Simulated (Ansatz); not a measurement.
TiAl: strain energy, fitted

TiAl, P4/mmm, a = 2.795 Å, c = 4.041 Å. The structure is a Materials Project entry; whether it is the stable form wasn't checked. Ansatz: PBEsol, PAW, 420 eV, Γ-centred 16×16×10 mesh on 2 atoms, Gaussian smearing 0.10 eV; no spin polarisation. Series: strain along c alone, the other axes held, atoms fixed by symmetry; x is the strain in per cent. y is the free energy over the unstrained cell, V0 = 15.781 Å³/atom.

| x (%) | y (meV/atom) |
| --- | --- |
| -4.5 | ? |
| -3.0 | 7.40 |
| -1.5 | 1.69 |
| 0.0 | 0.00 |
| 1.5 | 2.26 |
| 3.0 | 8.19 |
| 4.5 | 17.79 |

Problem. Fit y = c2 x² + c3 x³ to the other rows, turn c2 into a modulus, and predict the missing energy.

Solution. Least squares on the rows shown. y = 0.85118 x² + 0.0075330 x³. In eV per unit strain² c2 is 8.512; this is C33 with relaxed ions (E = ½ C33 V0 ε²): 2 × 8.512 × 160.2 / (15.781) = 173 GPa. The unstrained cell keeps some stress along the strain, worth a slope of 0.22 meV/atom per %, which the form leaves out. With a term in x⁴ added, the coefficient of x² becomes 0.9078, 7 % more, which shows how far this figure hangs on the form. At x = -4.5 the fit asked for gives 16.55 meV/atom. The run gave 17.07 meV/atom, so the fit is 0.52 meV/atom too low, 2.9 % of the span of the series, against an rms of 0.23 meV/atom on the fitted rows. The row lies outside the fitted range. With a term in x⁴ added, a fit to the same known rows predicts 15.00 meV/atom, further off still.